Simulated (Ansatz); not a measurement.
A generator proposed this cell of Ca2H5.

```
Ca H
1.0
     0.00000    3.70550    3.81161
     2.57328    0.00000    3.81161
     2.57328    3.70550    0.00000
Ca H
2 5
Direct
  0.75000 0.75000 0.75000
  0.00000 0.00000 0.00000
  0.50000 0.50000 0.50000
  0.72613 0.72613 0.27387
  0.27387 0.27387 0.72613
  0.36025 0.63975 0.36025
  0.63975 0.36025 0.63975
```

The calculation used DFT PBE, scalar-relativistic, plane waves, PAW (Ansatz 0.2.0). Plane waves to 420 eV, a k mesh through Γ of 6×6×6 on the computed 7-atom cell and Gaussian smearing (0.10 eV); no spin polarisation.

Energies over the elements count from the elements' standard structures at the same level (H₂ as a molecule), with no fitted energy shifts.

Question: How far from equilibrium is it?

Answer: The pressure is 8.7 GPa (the mean over three directions, positive in compression), the largest force is 0.74 eV/Å, and the energy is +0.26 eV/atom against the elements. The shortest distance is 1.04 Å.

Question: Is it a good guess?

Answer: A rough one: relaxing gains about 0.40 eV/atom (the start's value is from the coarse mesh, so the gain is rough) in 27 ionic steps and ends at −0.14 eV/atom on the finer mesh. The symmetry stays F222 (No. 22). The volume per atom grows by 28.3 %, from 10.4 to 13.3 Å³. The shortest distance goes from 1.04 Å (H–H) to 1.01 Å (H–H). Conventional cell: a = 4.290 Å, b = 6.635 Å, c = 13.110 Å. Ca on its first site has 4 H at 2.24 Å; Ca on its second site is surrounded by 10 H at 2.15–2.37 Å; H on a site of symmetry 222 has 2 H at 1.01 Å and 2 Ca at 2.15 Å; 2 more sites not described.

The last run used a 12×12×12 mesh for its 7-atom cell and Gaussian smearing of 0.10 eV. The cell is a metal run without spin; a magnetic state may lie lower. With hydrogen, zero-point motion can shift formation energies by some tens of meV/atom. The relaxation can't lower the symmetry of the start, and the grade says only how near the guess is to its own end. Symmetry constrained the relaxation, so the result can be a saddle point.
